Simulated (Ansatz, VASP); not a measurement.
**One calculation of SnSe2, two programs**

The input INCAR:

```
SYSTEM = SnSe2
  PREC = Accurate
  ENCUT = 520
  EDIFF = 1E-7
  ISMEAR = 0
  SIGMA = 0.02
  LREAL = .False.
  LASPH = .True.
  NELM = 100
  ALGO = Normal
  ISIF = 2
  LWAVE = .False.
  LCHARG = .True.
  GGA = PE
  IVDW = 12
  LELF = .True.
  LVHAR = .True.
  NBANDS = 20
```

KPOINTS

```
Automatic mesh
0
Gamma
  12 12 6
  0 0 0
```

POSCAR

```
SnSe2
1.0
    3.8380776335      0.0000000000      0.0000000000
   -1.9190388167      3.3238727323      0.0000000000
    0.0000000000      0.0000000000      6.0146785272
Sn Se
1 2
Direct
    0.0000000000      0.0000000000      0.0000000000
    0.3333333333      0.6666666667      0.2650914469
    0.6666666667      0.3333333333      0.7349085531
```

Input for Ansatz:

```yaml
crystal:
  lattice:
    - [3.8380776313, 0.0, 0.0]
    - [-1.9190388156, 3.3238727304, 0.0]
    - [0.0, 0.0, 6.014678527]
  atoms:
    - { symbol: Sn, position: [0.0, 0.0, 0.0] }
    - { symbol: Se, position: [0.3333333333, 0.6666666667, 0.2650914472] }
    - { symbol: Se, position: [0.6666666667, 0.3333333333, 0.7349085528] }
basis:
  ecutwfc: 420
kpoints:
  mp_grid: { grid: [12, 12, 6] }
  band_path:
    path:
      - [[0.0, 0.0, 0.0], [0.5, 0.0, 0.0], [0.33333333, 0.33333333, 0.0], [0.0, 0.0, 0.0], [0.0, 0.0, 0.5], [0.5, 0.0, 0.5], [0.33333333, 0.33333333, 0.5], [0.0, 0.0, 0.5]]
      - [[0.5, 0.0, 0.5], [0.5, 0.0, 0.0]]
      - [[0.33333333, 0.33333333, 0.5], [0.33333333, 0.33333333, 0.0]]
    npoints: 14
hamiltonian:
  xc: pbe
  dispersion: d3bj
scf:
  occupations: { method: gaussian, width: 0.02 }
  n_extra_bands: 7
output:
  forces: true
  stress: true
  eigenvalues: true
  populations: true
  dos: { projected: true, de: 0.02, nscf_kmesh: { grid: [18, 18, 9] } }
  bader: true
  write_density: true
  write_potential: true
  elf: true
  volumetric_format: npy
```

Alike in both runs: task single point; functional PBE; dispersion D3(BJ); k mesh 12 × 12 × 6; occupations gaussian, width 0.02 eV; no spin polarisation.

|  | VASP | Ansatz |
| --- | --- | --- |
| version | VASP 6.6.1 | Ansatz 0.2.0 |
| potentials or method | VASP PAW PBE potentials, release 64 (Sn_d, Se) | scalar-relativistic, plane waves, PAW |
| plane-wave cutoff (eV) | 520 | 420 |
| valence electrons in the cell | 26 | 46 |

Ansatz gave:

| Item | Value |
| --- | --- |
| gap on the k mesh at the Fermi level (eV) | 0.35 |
| least direct gap on the mesh (eV) | 0.84 |
| pressure (GPa) | 0.0 |
| rms of the force components (eV/Å) | 0.001 |
| dispersion energy (meV/atom) | -364.0 |

Which values does VASP return?

gap on the k mesh at the Fermi level (eV): 0.35; least direct gap on the mesh (eV): 0.83; pressure (GPa): 0.1; rms of the force components (eV/Å): 0.006; dispersion energy (meV/atom): -363.9.

Atom by atom the forces differ by 0.007 eV/Å (rms over components). The two sets of potentials don't hold the same shells in valence.

Caveats: spin-orbit coupling is left out, which moves the levels of the heavy elements.
